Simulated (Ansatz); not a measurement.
We consider chalcopyrite CuInS2, described by r²SCAN-D4 (plane waves, PAW; Ansatz, an electronic-structure program).

Run with plane-wave cutoff 560 eV, 10×10×10 k mesh, Fermi–Dirac smearing 0.01 eV, no spin polarisation, scalar-relativistic PAW data made under PBE.

Equation-of-state points:

```tsv
V (Å³/atom)	E − E_lowest (meV/atom)	P (GPa)
20.128	8.60	3.42
20.547	2.06	1.61
20.966	0.00	0.00
21.386	1.93	-1.44
21.805	7.42	-2.72
```

Q: Estimate the bulk modulus from the pressures at 20.547 and 21.386 Å³/atom, and compare it with a fit to all energies.

A: B = −V dP/dV. Between V = 20.547 and 21.386 Å³/atom, dP/dV = (-1.44 − (1.61))/(21.386 − 20.547) = -3.64 GPa per Å³/atom; at the midpoint 20.966 Å³/atom this gives B ≈ 76.2 GPa. The third-order Birch–Murnaghan fit gives V0 = 20.965 Å³/atom, B0 = 76.2 GPa, B′ = 4.8, which lies within 1 % of that estimate.

Shape and atoms are relaxed at each volume.

Note: the bulk modulus comes from volumes at which shape and atoms were relaxed.

Spin–orbit coupling is not included.

Computed values are for the static lattice.

Cost on a shared machine: around 50 core-minutes (rough).
